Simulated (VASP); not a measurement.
Mn:

```
Mn
1.0
     0.00000    2.51257    2.51257
     2.51257    0.00000    2.51257
     2.51257    2.51257    0.00000
Mn
2
Cartesian
  0.6281 0.6281 0.6281
  4.3970 4.3970 4.3970
```

The cell was built by a generator and needn't be a form met in nature.

- Program: VASP 6.6.1
- Task: relaxation of cell and atoms
- Functional: PBEsol
- Potentials or basis: VASP PAW PBE potentials, release 64 (Mn_pv)
- Cutoff: 600 eV
- k mesh: 11 × 11 × 11
- Occupations: fermi-dirac, width 0.1 eV
- Spin: no spin polarisation

At the start: pressure -11.3 GPa; volume 15.86 Å³/atom.

Where does the relaxation end?

Over 4 steps the energy falls by 47.8 meV/atom and the volume is 14.59 Å³/atom (-8.0 %); space group Fd-3m (No. 227, to 0.05 Å).

The path:
| step | energy change (eV) | largest force (eV/Å) | pressure (GPa) | volume (Å³) |
| --- | --- | --- | --- | --- |
| 1 | 0.0000 | 0.0000 | -11.26 | 31.72 |
| 2 | 0.0137 | 0.0000 | 16.24 | 26.88 |
| 3 | -0.0955 | 0.0000 | -0.22 | 29.24 |
| 4 | -0.0955 | 0.0000 | 0.06 | 29.19 |

Final structure:
```
CELL_PARAMETERS angstrom
0.00000 2.44376 2.44376
2.44376 0.00000 2.44376
2.44376 2.44376 0.00000
ATOMIC_POSITIONS crystal
Mn 0.12500 0.12500 0.12500
Mn 0.87500 0.87500 0.87500
```

Caveat: the PAW data sets were made with another functional, which shifts forces and pressure a little; the run has no spin polarisation, though such a crystal can be magnetic.
